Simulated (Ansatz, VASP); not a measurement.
# One calculation of CaO, two programs

The input INCAR:

```
SYSTEM = CaO
PREC     = Accurate       ! precision mode
ENCUT    = 520            ! plane-wave cutoff, eV
EDIFF    = 1E-6           ! SCF threshold, eV
ISMEAR   = 0              ! smearing method
SIGMA    = 0.05           ! smearing width, eV
LREAL    = .False.        ! projectors in reciprocal space
LASPH    = .True.         ! aspherical terms in the spheres
NELM     = 100            ! most SCF steps
ALGO     = Normal         ! electronic algorithm
ISIF     = 2              ! what is computed and relaxed
LWAVE    = .False.        ! write WAVECAR
LCHARG   = .False.        ! write CHGCAR
NBANDS   = 15             ! bands
```

The input KPOINTS:

```
Automatic mesh
0
Gamma
  8 8 8
  0 0 0
```

The input POSCAR:

```
CaO
1.0
    0.0000000000      2.4490000000      2.4490000000
    2.4490000000      0.0000000000      2.4490000000
    2.4490000000      2.4490000000      0.0000000000
Ca O
1 1
Direct
   -0.0893221723      0.0893221723      0.0893221723
    0.5000000000      0.5000000000      0.5000000000
```

Input for Ansatz:

```yaml
crystal:
  lattice:
    - [0.0, 2.449, 2.449]
    - [2.449, 0.0, 2.449]
    - [2.449, 2.449, 0.0]
  atoms:
    - { symbol: Ca, position: [-0.0893221723, 0.0893221723, 0.0893221723] }
    - { symbol: O, position: [0.5, 0.5, 0.5] }
basis:
  ecutwfc: 420
kpoints:
  mp_grid: { grid: [8, 8, 8] }
hamiltonian:
  xc: lda
scf:
  occupations: { method: gaussian, width: 0.05 }
output:
  forces: true
  stress: true
  eigenvalues: true
```

Change from the starting cell: all Ca atoms moved +0.438 Å, as atom 1 along Cartesian [1 0 0].

Alike in both runs: task single point; functional LDA; k mesh 8 × 8 × 8; occupations gaussian, width 0.05 eV; no spin polarisation.

|  | VASP | Ansatz |
| --- | --- | --- |
| version | VASP 6.6.1 | Ansatz 0.2.0 |
| potentials or method | VASP PAW LDA potentials, release 64 (Ca_sv, O) | scalar-relativistic, plane waves, PAW |
| plane-wave cutoff (eV) | 520 | 420 |
| valence electrons in the cell | 16 | 16 |

VASP gave:

```
gap on the k mesh at the Fermi level (eV)       : 3.85
least direct gap on the mesh (eV)               : 4.03
pressure (GPa)                                  : -2.6
largest component of the traceless stress (GPa) : 16.84
rms of the force components (eV/Å)              : 1.354
```

Problem. Which values does Ansatz return?

Solution. gap on the k mesh at the Fermi level (eV): 3.87; least direct gap on the mesh (eV): 4.06; pressure (GPa): -3.4; largest component of the traceless stress (GPa): 16.14; rms of the force components (eV/Å): 1.291.

Atom by atom the forces differ by 0.063 eV/Å (rms over components).

Caveats: forces of over 1 eV/Å show positions far from the minimum, so gaps and moduli don't describe the material at rest. A k mesh can miss the band edges.
